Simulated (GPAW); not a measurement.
Runs of GPAW 26.7.0 on Al3Cu. Symmetry: Pm-3m, No. 221, cubic system. The conventional cell has a = 3.924 Å, b = 3.924 Å, c = 3.924 Å, α = 90.00°, β = 90.00°, γ = 90.00°. Cu (site symmetry m-3m) has 12 Al at 2.77 Å as nearest neighbours. Around Al (site symmetry 4/mmm) lie 4 Cu at 2.77 Å and 8 Al at 2.77 Å. The cell comes from a database or a generator and needn't be the stable form of this composition.

```tsv
level	gap on the mesh (eV)	pressure (GPa)	relaxed volume (Å³/atom)
PBEsol+D4	none	0.0	14.46
PBEsol+D3	none	0.0	14.42
PBEsol+D3(BJ)+ATM	none	0.0	(b)
PBEsol	none	0.1	14.78
PBEsol+D3(BJ)	none	0.0	(a)
```

Alike in all rows: task relaxation of cell and atoms; potentials or basis PAW data sets generated in the run's folder for this functional, pw; no spin polarisation; cell relaxed; k mesh 7 × 7 × 7; cutoff (eV) 600; smearing fermi-dirac 0.05 eV.

**Question.** Fill in the values left out.

**Answer.** (a) 14.22; (b) 14.30.

Caveats: with this Cu data set, volumes or pressures lay over 1.5 % or 2 GPa off other programs in two to four cells of ten; later steps reuse the first step's grids; pairwise dispersion overbinds metals, which lowers pressure and volume (some runs).

A k mesh can miss the band edges.

A gap of «none» marks a metal or a gap under the smearing width.

Not every run made on this cell is shown here.
